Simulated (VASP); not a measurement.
Calculation: LDA (Ceperley-Alder, Perdew-Zunger), VASP's LDA PAW potentials (set 64) (plane waves; VASP).

Input for VASP

File KPOINTS:
```
k-points along high-symmetry lines
10
Line-mode
Reciprocal
  0.000000   0.000000   0.000000 ! GAMMA
 -0.000000   0.500000   0.000000 ! M

 -0.000000   0.500000   0.000000 ! M
 -0.333333   0.666667   0.000000 ! K

 -0.333333   0.666667   0.000000 ! K
  0.000000   0.000000   0.000000 ! GAMMA

  0.000000   0.000000   0.000000 ! GAMMA
  0.000000   0.000000   0.500000 ! A

  0.000000   0.000000   0.500000 ! A
 -0.000000   0.500000   0.500000 ! L

 -0.000000   0.500000   0.500000 ! L
 -0.333333   0.666667   0.500000 ! H

 -0.333333   0.666667   0.500000 ! H
  0.000000   0.000000   0.500000 ! A

 -0.000000   0.500000   0.500000 ! L
 -0.000000   0.500000   0.000000 ! M

 -0.333333   0.666667   0.500000 ! H
 -0.333333   0.666667   0.000000 ! K
```

INCAR:
```
! general
SYSTEM  = InN
PREC    = Accurate
ENCUT   = 520
LREAL   = .False.
LASPH   = .True.
ICHARG  = 11

! electronic loop
EDIFF   = 1E-7
NELM    = 100
ALGO    = Normal
LMAXMIX = 4

! smearing
ISMEAR  = 0
SIGMA   = 0.05

! output
LWAVE   = .False.
LCHARG  = .False.
LORBIT  = 11
```

### POSCAR
```
InN
1.0
  1.7549991902  -3.0397478335   0.0000000000
  1.7549991902   3.0397478335   0.0000000000
  0.0000000000   0.0000000000   5.6622192588
In N
2 2
direct
  0.6666670000   0.3333330000   0.4999186881
  0.3333330000   0.6666670000   0.9999186881
  0.6666670000   0.3333330000   0.8790813119
  0.3333330000   0.6666670000   0.3790813119
```

POTCAR, in this order: In_d N (LDA.64 set). Program: vasp_std. Read from the step before: CHGCAR.

Output

OUTCAR:
```
 ion  position               nearest neighbor table
   1  0.667  0.333  0.500-   4 2.14   4 2.14   4 2.14   3 2.15   2 3.48   2 3.48   2 3.48   2 3.48
                             2 3.48   2 3.48
   2  0.333  0.667  1.000-   3 2.14   3 2.14   3 2.14   4 2.15   1 3.48   1 3.48   1 3.48   1 3.48
                             1 3.48   1 3.48
   3  0.667  0.333  0.879-   2 2.14   2 2.14   2 2.14   1 2.15
   4  0.333  0.667  0.379-   1 2.14   1 2.14   1 2.14   2 2.15
  LATTYP: Found a hexagonal cell.
 ALAT       =     3.5099984400
 C/A-ratio  =     1.6131685970
 Subroutine PRICEL returns:
 Original cell was already a primitive cell.
 Subroutine GETGRP returns: Found 12 space group operations
The static configuration has the point symmetry C_3v.
 The point group associated with its full space group is C_6v.
The dynamic configuration has the point symmetry C_3v.
 Subroutine INISYM returns: Found 12 space group operations
   k-points           NKPTS =     90   k-points in BZ     NKDIM =     90   number of bands    NBANDS=     22
   number of dos      NEDOS =    301   number of ions     NIONS =      4
   total plane-waves  NPLWV =  32928
   dimension x,y,z NGX =    28 NGY =   28 NGZ =   42
   dimension x,y,z NGXF=    56 NGYF=   56 NGZF=   84
   ions per type =               2   2
   PREC   = accura    normal or accurate (medium, high low for compatibility)
   ISTART =      0    job   : 0-new  1-cont  2-samecut
   ICHARG =     11    charge: 1-file 2-atom 10-const
   ISPIN  =      1    spin polarized calculation?
   LNONCOLLINEAR =      F non collinear calculations
   LSORBIT =      F    spin-orbit coupling
   INIWAV =      1    electr: 0-lowe 1-rand  2-diag
   ENCUT  =  520.0 eV  38.22 Ry    6.18 a.u.   6.53  6.53 10.53*2*pi/ulx,y,z
   NELM   =    100;   NELMIN=  2; NELMDL= -5     # of ELM steps
   EDIFF  = 0.1E-06   stopping-criterion for ELM
   LREAL  =      F    real-space projection
   NLSPLINE    = F    spline interpolate recip. space projectors
   LMAXMIX     =    4 max onsite mixed and CHGCAR
   VOSKOWN=      0    Vosko Wilk Nusair interpolation
   EDIFFG = 0.1E-05   stopping-criterion for IOM
   NSW    =      0    number of steps for IOM
   NBLOCK =      1;   KBLOCK =      1    inner block; outer block
...
```

**OSZICAR**
```
       N       E                     dE             d eps       ncg     rms          rms(c)
DAV:   1     0.334241916470E+03    0.33424E+03   -0.18440E+04  3960   0.233E+03
DAV:   2     0.173024993810E+02   -0.31694E+03   -0.30994E+03  4116   0.492E+02
DAV:   3    -0.221703069160E+02   -0.39473E+02   -0.38683E+02  4958   0.180E+02
DAV:   4    -0.238411790458E+02   -0.16709E+01   -0.16559E+01  5026   0.372E+01
DAV:   5    -0.238977063490E+02   -0.56527E-01   -0.56512E-01  5494   0.625E+00
DAV:   6    -0.238994513031E+02   -0.17450E-02   -0.17449E-02  5436   0.995E-01
DAV:   7    -0.238994821292E+02   -0.30826E-04   -0.30826E-04  5366   0.149E-01
DAV:   8    -0.238994828796E+02   -0.75045E-06   -0.74930E-06  5546   0.232E-02
DAV:   9    -0.238994828947E+02   -0.15036E-07   -0.15785E-07  3760   0.372E-03
   1 F= -.23899483E+02 E0= -.23897898E+02  d E =-.317071E-02
```

File OUTCAR:
```
 val. band max:        6.5507755977   @ k =   0.0000   0.0000   0.0000

 cond. band min:       6.7920388923   @ k =   0.0000   0.0000   0.0556



 k-point     1 :       0.0000    0.0000    0.0000
  band No.  band energies     occupation
      1      -8.2799      2.00000
      2      -8.1006      2.00000
      3      -6.8112      2.00000
      4      -6.7952      2.00000
      5      -6.7952      2.00000
      6      -6.7163      2.00000
      7      -6.7163      2.00000
      8      -6.4794      2.00000
      9      -6.4794      2.00000
     10      -6.3170      2.00000
     11      -6.3170      2.00000
     12      -4.5257      2.00000
     13       0.5461      2.00000
     14       5.6241      2.00000
     15       5.6242      2.00000
     16       6.3724      2.00000
     17       6.5324      1.71307
     18       6.5508      1.41502
     19       6.5508      1.41473
     20       9.3365      0.00000
     21      13.4094      0.00000
     22      15.6020      0.00000

 k-point     2 :       0.0000    0.0556    0.0000
  band No.  band energies     occupation
      1      -8.2786      2.00000
      2      -8.0995      2.00000
      3      -6.8091      2.00000
      4      -6.7887      2.00000
      5      -6.7615      2.00000
      6      -6.7113      2.00000
      7      -6.7075      2.00000
      8      -6.4830      2.00000
      9      -6.4801      2.00000
     10      -6.3243      2.00000
     11      -6.3159      2.00000
     12      -4.5032      2.00000
     13       0.5826      2.00000
     14       5.4160      2.00000
     15       5.5691      2.00000
     16       5.8761      2.00000
     17       6.4866      1.98175
     18       6.5246      1.80145
     19       7.0582      0.00000
     20       9.5202      0.00000
     21      13.3937      0.00000
     22      15.2818      0.00000

 k-point     3 :       0.0000    0.1111    0.0000
  band No.  band energies     occupation
      1      -8.2757      2.00000
      2      -8.0994      2.00000
...
```

The density is held fixed in this step, so its total energy and stress have no physical meaning. Unless said otherwise, spin-orbit coupling is left out, though it shifts the bands of the heavy elements here.

The compound is InN in the wurtzite structure. It was relaxed first.
